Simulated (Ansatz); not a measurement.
Relaxing ZrS2 (CdI2-type structure)

**What was measured.** “High temperature equilibrium of 3D and 2D chalcogenide perovskites”, 2022, arxiv:2212.01429 quotes, for a bulk crystal of ZrS2: lattice constant a 3.663 Å; lattice constant c 5.821 Å.

From “Stress-Tuned Optical Transitions in Layered 1T-MX2 (M= Hf, Zr, Sn; X= S, Se) Crystals”, 2022, arxiv:2210.12074, for a bulk crystal of ZrS2: band gap 1.68 eV (indirect).

The results are compared with them further down.

Level of theory: DFT, PBEsol, scalar-relativistic, no spin polarisation; plane waves to 420 eV with PAW datasets (Ansatz 0.2.0), Γ-centred 10×10×6 mesh, 0.05 eV Gaussian smearing; PAW files: Ansatz's generated set soft_2.

The compound is reported in the structure type of the start.

Starting cell:

```yaml
crystal:
  lattice:
    - [3.64083, 0.00000, 0.00000]
    - [-1.82041, 3.15305, 0.00000]
    - [0.00000, 0.00000, 5.87341]
  atoms:
    - { symbol: Zr, position: [0.00000, 0.00000, 0.00000] }
    - { symbol: S, position: [0.33333, 0.66667, 0.25200] }
    - { symbol: S, position: [0.66667, 0.33333, 0.74800] }
```

The steps in volume:

```tsv
run	level	k-mesh	kind	V (Å³/atom)	P (GPa)	E − E(final) (meV/atom)	gap on the mesh (eV)
1	PBEsol	10×10×6	cell and atoms relaxed	22.32	0.0	0.0	0.76
```

The final structure (symmetry read at 0.01 Å). It takes space group P-3m1 (No. 164, trigonal). The conventional cell has a = 3.627 Å, b = 3.627 Å, c = 5.876 Å, α = 90.00°, β = 90.00°, γ = 120.00°. Around Zr (site symmetry -3m) lie 6 S at 2.55 Å. Around S (site symmetry 3m) lie 3 Zr at 2.55 Å. (Neighbours are counted to 15 % beyond the shortest distance.)

- At the final geometry the gap, band path included, is 0.75 eV.
- The elastic tensor is positive definite (smallest eigenvalue 6.6 GPa).
- Against the elements' standard states, run alike and uncorrected, the formation energy is -1.58 eV/atom.
- The runs in the table took roughly 0.5 core-minutes.

**Why it comes out so.**

Within 0.6 eV of the edges the projected states are 94 % S 3p at the top of the valence band and 73 % Zr 4d at the bottom of the conduction band. The lowest excitation takes an electron from S back to Zr, as in polar semiconductors.

Shannon's ionic radii give a check on the bond lengths: Zr⁴⁺ with 6 neighbours 0.72 Å + S²⁻ 1.84 Å (six-fold value) = 2.56 Å against a computed mean of 2.55 Å. Sums and bonds agree within 3 %, so ion sizes set the bond lengths.

**Against experiment.** A measured lattice constant a of ZrS2 is 3.663 Å (quoted in “High temperature equilibrium of 3D and 2D chalcogenide perovskites”, 2022, arxiv:2212.01429); the calculated 3.627 Å misses it by -1.0 %. A measured lattice constant c of ZrS2 is 5.821 Å (quoted in “High temperature equilibrium of 3D and 2D chalcogenide perovskites”, 2022, arxiv:2212.01429); the calculated 5.876 Å misses it by +1.0 %. The calculation is for a static lattice, without zero-point motion or thermal expansion. Against the measured gap of ZrS2, 1.68 eV (indirect; quoted in “Stress-Tuned Optical Transitions in Layered 1T-MX2 (M= Hf, Zr, Sn; X= S, Se) Crystals”, 2022, arxiv:2210.12074), the calculated 0.75 eV is off by -0.93 eV. Kohn–Sham gaps of semilocal functionals mostly fall below measured ones. Temperature and excitons aren't in the calculation.

Semilocal functionals underestimate band gaps, commonly by a third or more. The structure is built of weakly bound layers, and this functional has no dispersion term, so their spacing and all that hangs on it (volume, the soft elastic constants, low modes, dielectric constants) are poorly given.
